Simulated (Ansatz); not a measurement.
BaS in the rocksalt structure, relaxed with r2SCAN. The symmetry is Fm-3m (No. 225, cubic); a = 6.424 Å in the conventional setting, 33.13 Å³ an atom. Ba is surrounded by 6 S at 3.21 Å; S is surrounded by 6 Ba at 3.21 Å.

The questions ask for values computed with Ansatz 0.2.0 on this geometry. Non-magnetic throughout; all numbers are computed.

Q: What gap does PBE give, and where are the band edges?

A: PBE gives an indirect gap of 2.23 eV, from Γ to X; the least direct gap is 2.35 eV at X.

Q: Estimate the gap with PBE+SOC on 8×8×8.

A: PBE+SOC gives an indirect gap of 2.19 eV, from Γ to X; the least direct gap is 2.27 eV at X. The gap differs by -0.04 eV from PBE's.

Q: What does r2SCAN give for the gap (8×8×8 mesh)?

A: With r2SCAN the valence top lies at Γ and the conduction bottom at X, 2.58 eV higher; the smallest vertical gap, at X, is 2.69 eV. The gap differs by +0.35 eV from PBE's.

Q: What does G0W0@PBE with 197 empty bands, a screening cutoff of 120 eV and a 4×4×4 mesh give?

A: 3.42 eV (the shift on the mesh added to PBE's least gap). The quasiparticle gap on this mesh is 3.42 eV (Γ to X), against 2.23 eV from PBE: +1.19 eV. Renormalisation factors Z lie between 0.74 and 0.81. G0W0 values are finite-basis, finite-mesh values.

Q: Roughly how does the cost of the PBE+SOC run (8×8×8) compare with r2SCAN's (8×8×8)?

A: About 2.1 times as much (17 core-seconds against 8 core-seconds, on 2 threads of Arm Neoverse V1, with other jobs on the host).

Q: How strongly does the crystal screen a field with clamped ions (r2SCAN)?

A: The electronic dielectric tensor ε∞ is 4.38 in all directions. Born charges, averaged over directions: Ba +2.56, S -2.56 e.

Only the levels marked +SOC include spin-orbit coupling.
